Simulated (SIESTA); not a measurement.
Crystal: Al.

```
CELL_PARAMETERS angstrom
0.00000 2.02481 2.02481
2.02481 0.00000 2.02481
2.02481 2.02481 0.00000
ATOMIC_POSITIONS crystal
Al 0.00000 0.00000 0.00000
```

Base run:

- Program: SIESTA 5.4.2
- Functional: LDA
- Potentials or basis: PseudoDojo 0.4 standard (LDA files)
- Basis: DZP (energy shift 0.003 Ry)
- Grid cutoff: 500 Ry
- Energy shift: 0.003 Ry
- k mesh: 11 × 11 × 11
- Occupations: fermi-dirac, width 0.05 eV
- Spin: no spin polarisation

Its results: band gap on the k mesh none (metal or under the smearing width); pressure -3.7 GPa.

**Question.** The run is repeated on the same cell with these changes: functional from LDA to PBEsol; potentials or basis from PseudoDojo 0.4 standard (LDA files) to PseudoDojo 0.4 standard (PBEsol files). What comes out?

**Answer.** Band gap on the k mesh none (metal or under the smearing width); pressure -1.9 GPa.

Caveats: the basis of atomic orbitals isn't converged, which shifts pressures, moduli and gaps.
